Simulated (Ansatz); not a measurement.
One crystal and one scan (energy against volume) at two levels, r2SCAN (plane waves to 500 eV, PAW, scalar-relativistic; Ansatz, a first-principles code) and PBE (plane waves to 420 eV, PAW, scalar-relativistic; Ansatz), each from its own relaxed cell and on its own mesh. The cell shown is that of r2SCAN.

InN (zinc blende)

```yaml
crystal:
  lattice:
    - [0.00000, 2.49960, 2.49960]
    - [2.49960, 0.00000, 2.49960]
    - [2.49960, 2.49960, 0.00000]
  atoms:
    - { symbol: N, position: [0.75000, 0.75000, 0.75000] }
    - { symbol: In, position: [0.00000, 0.00000, 0.00000] }
```

E(V) scan at fixed shape, V₀ the volume above. Symmetry pins the atoms to their sites.

Energies are smeared free energies. InN was relaxed with its symmetry unable to fall. Percentages come from the unrounded values. Both scans cover V/V₀ from 0.900 to 1.100.

Results of r2SCAN:

| Property | Value |
|---|---|
| Lattice constant a (Å) | 4.999 |
| Pressure at the smallest volume (GPa) | 18.7 |
| Energy cost of the largest compression (meV/atom) | 83 |
| Energy cost of the largest expansion (meV/atom) | 57 |
| Bulk modulus B₀ (third-order Birch-Murnaghan fit) (GPa) | 139.6 |
| Pressure for 5 % compression (fit) (GPa) | 8.0 |

Question: Estimate the PBE values.

Answer: 
```
quantity                                                   PBE     r2SCAN − PBE
-------------------------------------------------------  -----  ---------------
Lattice constant a (Å)                                   5.049  -0.050 (-1.0 %)
Pressure at the smallest volume (GPa)                     16.4     +2.3 (+14 %)
Energy cost of the largest compression (meV/atom)           74       +9 (+11 %)
Energy cost of the largest expansion (meV/atom)             51       +6 (+12 %)
Bulk modulus B₀ (third-order Birch-Murnaghan fit) (GPa)  121.2    +18.4 (+15 %)
Pressure for 5 % compression (fit) (GPa)                   7.0     +1.0 (+15 %)
```

r2SCAN gives the higher value for: pressure at the smallest volume; energy cost of the largest compression; energy cost of the largest expansion; bulk modulus B₀; pressure for 5 % compression. r2SCAN gives the lower value for: lattice constant a. (r2SCAN) At this level the bands of InN touch or barely overlap; measurements give the solid a gap. (PBE) At this level the bands of InN touch or barely overlap; measurements give the solid a gap.

(A scan under strain: stresses follow from slopes of the energy per volume, elastic moduli from its curvatures.)
